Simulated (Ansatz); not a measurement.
Density of states of ZrB2

```cif
data_structure
_symmetry_space_group_name_H-M 'P 1'
_symmetry_Int_Tables_number 1
_cell_length_a 3.1650
_cell_length_b 3.1650
_cell_length_c 3.5200
_cell_angle_alpha 90.000
_cell_angle_beta 90.000
_cell_angle_gamma 120.000
_cell_volume 30.54
loop_
_atom_site_label
_atom_site_type_symbol
_atom_site_fract_x
_atom_site_fract_y
_atom_site_fract_z
_atom_site_occupancy
Zr1 Zr 0.00000 0.00000 0.00000 1
B1 B 0.33333 0.66667 0.50000 1
B2 B 0.66667 0.33333 0.50000 1
```

The runs use the primitive cell with vectors (3.165, 0.000, 0.000), (-1.582, 2.741, 0.000), (0.000, 0.000, 3.520) Å, to which the k mesh refers.

Conventional cell: a = 3.165 Å, b = 3.165 Å, c = 3.520 Å, α = 90.00°, β = 90.00°, γ = 120.00°. Around Zr (atom 1) lie 12 B at 2.54 Å. Around B (atom 2) lie 3 B at 1.83 Å.

The cell is COD entry 1510856, as deposited and not checked against the literature; nothing was relaxed.

Theory: DFT, PBE, all-electron LAPW, scalar-relativistic (Ansatz 0.2.0).

The runs use a Γ-centred 13×13×10 k mesh, Fermi–Dirac smearing of 0.03 eV, basis error target 1 meV/atom, no spin polarisation.

(1) Which of the resolved shells contributes most within 0.3 eV of the Fermi level?

(2) Where is the centre of the filled Zr 4d states between -14 eV and the top of the filled states?

(3) Tabulate the density of states.

## Answers

(1) Zr 4d, with 73 % of all states there; B 2p follows with 24 %.

(2) -3.99 eV from the Fermi level.

(3) States per eV and cell, averaged over 0.6 eV, from -5.8 to 0.0 eV, with energies (bin centres) from the Fermi level; empty bins are left out. The partial columns, the largest 5 alone, are projections on Löwdin-orthogonalised atomic shells (those that the program's projection atoms carry: the occupied ones and, for some elements, an empty d or f shell; other empty shells have no column), summed over atoms of an element. Weights on diffuse s and p shells depend on that basis and aren't pure angular character.
| E (eV) | total | B 2p | Zr 4d | B 2s | Zr 4p | Zr 5s |
| --- | --- | --- | --- | --- | --- | --- |
| -5.6 | 0.81 | 0.52 | 0.15 | 0.07 | 0.02 | 0.03 |
| -5.0 | 1.18 | 0.83 | 0.22 | 0.06 | 0.02 | 0.03 |
| -4.4 | 1.18 | 0.79 | 0.28 | 0.05 | 0.02 | 0.03 |
| -3.8 | 1.77 | 1.11 | 0.54 | 0.04 | 0.04 | 0.03 |
| -3.2 | 2.05 | 1.30 | 0.63 | 0.03 | 0.05 | 0.03 |
| -2.6 | 1.62 | 0.87 | 0.69 | 0.01 | 0.04 | 0.01 |
| -2.0 | 1.10 | 0.38 | 0.68 | 0.01 | 0.01 | 0.01 |
| -1.4 | 0.70 | 0.19 | 0.49 | 0.00 | 0.00 | 0.01 |
| -0.8 | 0.29 | 0.07 | 0.22 | 0.00 | 0.00 | 0.00 |
| -0.2 | 0.15 | 0.03 | 0.12 | 0.00 | 0.00 | 0.00 |
